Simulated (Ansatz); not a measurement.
# WC: the cost of one run

Program: Ansatz 0.2.0. Level of theory: DFT PBE with spin–orbit coupling, plane waves, PAW (the target; the first runs use scalar-relativistic PBE). These are calculated values, not measurements.

2 further runs of the same task are left out: 1 that didn't finish, 1 set aside as unsound or not needed. Runs told in other sessions of the task aren't counted.

## Step 1: The starting structure

Symmetry: P-6m2, No. 187, hexagonal system. Conventional cell: a = 2.910 Å, b = 2.910 Å, c = 2.838 Å, α = 90.00°, β = 90.00°, γ = 120.00°. W (site symmetry -6m2) is surrounded by 6 C at 2.20 Å. Around C (site symmetry -6m2) lie 6 W at 2.20 Å.

As a file:

```
W C
1.0
     2.91014    0.00000    0.00000
    -1.45507    2.52025    0.00000
     0.00000    0.00000    2.83840
W C
1 1
Direct
  0.00000 0.00000 0.00000
  0.66667 0.33333 0.50000
```

## Step 2: Relaxing cell and atoms (PBE, 8×8×8 mesh)

input.yaml reads:

```yaml
crystal:
  lattice:
    - [2.9101377242, 0.0, 0.0]
    - [-1.4550688621, 2.5202531977, 0.0]
    - [0.0, 0.0, 2.8383987401]
  atoms:
    - { symbol: W, position: [0.0, 0.0, 0.0] }
    - { symbol: C, position: [0.6666666667, 0.3333333333, 0.5] }
basis:
  ecutwfc: 420
  ecutrho_ratio: 4
kpoints:
  mp_grid: { grid: [8, 8, 8] }
hamiltonian:
  xc: pbe
scf:
  occupations: { method: gaussian, width: 0.05 }
output:
  forces: true
  stress: true
  eigenvalues: true
relax:
  f_tol: 0.03
  max_steps: 60
  cell: { stress_tol: 0.3 }
```

The run is started by

```console
$ ansatz run input.yaml --threads 4 --pin off --max-ram 7168MiB --backend cpu --events-out ev --progress --plain --runs-dir out
```

Q: Estimate wall time and peak memory on 4 threads of Arm Neoverse V1, shared host.

About 3.6 s, with a peak of 0.32 GiB.
